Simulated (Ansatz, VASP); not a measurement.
## Ge in VASP and in Ansatz

```
Ge
1.0
     4.04485    0.00000    0.00000
    -2.02242    3.50294    0.00000
     0.00000    0.00000   20.53000
Ge
2
Direct
  0.33333 0.66667 0.37224
  0.66667 0.33333 0.40710
```

Alike in both runs: task single point; functional PBE; dispersion D3(BJ); k mesh 12 × 12 × 1; occupations gaussian, width 0.04 eV; no spin polarisation.

|  | VASP | Ansatz |
| --- | --- | --- |
| version | VASP 6.6.1 | Ansatz 0.2.0 |
| potentials or method | VASP PAW PBE potentials, release 64 (Ge_d) | scalar-relativistic, plane waves, PAW |
| plane-wave cutoff (eV) | 520 | 420 |
| valence electrons in the cell | 28 | 28 |

|  | VASP | Ansatz | Ansatz less VASP |
| --- | --- | --- | --- |
| gap on the k mesh at the Fermi level (eV) | none | none | - |
| rms of the force components (eV/Å) | 0.085 | 0.086 | +0.0010 |

Atom by atom the forces differ by 0.001 eV/Å (rms over components). A gap of «none» marks a metal or a gap that the smearing closes. Ansatz warned: «xc_potential_rough_in_thin_density».
